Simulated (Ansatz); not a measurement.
**HfSiO4 at a changed volume — 17O NMR of the central transition**

Cell: a structure deposited in the COD, relaxed with PBE at fixed cell and then changed (volume scaled by 1.06, ions relaxed).

```
CELL_PARAMETERS angstrom
-3.35070 3.35070 3.04008
3.35070 -3.35070 3.04008
3.35070 3.35070 -3.04008
ATOMIC_POSITIONS crystal
Hf 0.75000 0.25000 0.50000
Hf 0.00000 0.00000 0.00000
Si 0.25000 0.75000 0.50000
Si 0.50000 0.50000 0.00000
O 0.13561 0.31892 0.81668
O 0.06892 0.75224 0.68332
O 0.50224 0.31892 0.18332
O 0.06892 0.38561 0.31668
O 0.61439 0.93108 0.68332
O 0.68108 0.86439 0.18332
O 0.24776 0.93108 0.31668
O 0.68108 0.49776 0.81668
```

Atom numbers follow the list; atoms alike are taken as one site, whose name carries the number of the first.

The numbers come from a DFT calculation in Ansatz (PBE, plane waves and PAW, scalar-relativistic, 420 eV cutoff, Γ-centred 7×7×7 k-points, Fermi–Dirac smearing 0.02 eV).

17O has I = 5/2 and Q = -25.58 mb (Pyykkö 2018); at 11.7 T its Larmor frequency is ν₀ = 67.6 MHz. Only the quadrupole interaction is simulated: positions count from each site's isotropic chemical shift, and J coupling is left out, as are shift anisotropy and dipolar coupling, which fast spinning averages.

Simulated pattern of one O site (fast magic-angle spinning, Gaussian broadening 0.07 kHz):

(offset (kHz), height): (-2.876, 0), (-2.778, 1), (-2.680, 7), (-2.582, 11), (-2.484, 18), (-2.386, 19), (-2.288, 20), (-2.190, 21), (-2.092, 22), (-1.994, 23), (-1.897, 25), (-1.799, 27), (-1.701, 29), (-1.603, 33), (-1.505, 63), (-1.407, 100), (-1.309, 90), (-1.211, 94), (-1.113, 75), (-1.015, 59), (-0.917, 51), (-0.820, 45), (-0.722, 41), (-0.624, 38), (-0.526, 36), (-0.428, 34), (-0.330, 32), (-0.232, 30), (-0.134, 29), (-0.036, 21), (0.062, 1), (0.160, 0)

**Question.** Which |C_Q| and η does the pattern imply?

**Answer.** The pattern spans 2.72 kHz before broadening and its centre of gravity is at -1.21 kHz, which fixes P_Q; the places of the horns and steps fix η. That gives P_Q = 3.69 MHz, |C_Q| = 3.31 MHz and η = 0.85. The sign of C_Q can't be read from the pattern.

Without spin–orbit coupling the gradients at and beside Hf can be off by some per cent, at some sites by more. At this changed cell the PBE pressure is -6 GPa.

The relaxation (4 steps) took 17 s of wall time (59 s of CPU time) and 0.78 GiB at its peak, on 4 threads of Intel Xeon Platinum 8488C (Sapphire Rapids) (x86_64; 16 cores open to the job, memory cap 8.0 GiB, no GPU), a shared host with a load of 0.5 a core.
